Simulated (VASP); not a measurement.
YN, 2 atoms in the cell. The structure is cubic, space group Fm-3m (No. 225). The conventional cell has a = 4.877 Å, b = 4.877 Å, c = 4.877 Å, α = 90.00°, β = 90.00°, γ = 90.00°. Y (site symmetry m-3m) has 6 N at 2.44 Å as nearest neighbours. Around N (site symmetry m-3m) lie 6 Y at 2.44 Å. 

```yaml
Program: VASP 6.6.1
Task: single point
Functional: PBEsol
Potentials_or_basis: VASP PAW PBE potentials, release 64 (Y_sv, N)
Cutoff: 520 eV
k_mesh: 9 × 9 × 9
Occupations: gaussian, width 0.02 eV
Spin: no spin polarisation
Further_INCAR_settings: ALGO = Normal; EDIFF = 1.00e-07; NBANDS = 15
```

Potentials or basis: VASP PAW PBE potentials, release 64 (Y_sv, N).

Launch:

```bash
$ python run.py
```

Hardware: 1 thread of Intel(R) Xeon(R) 6975P-C (Granite Rapids), with other jobs on the host.

Q: How long does it take, and how much memory?

A: Run time: 12 s on 1 thread of Intel(R) Xeon(R) 6975P-C (Granite Rapids), with other jobs on the host, peak memory 0.18 GiB. Counts: scf iterations 14, k points 35.
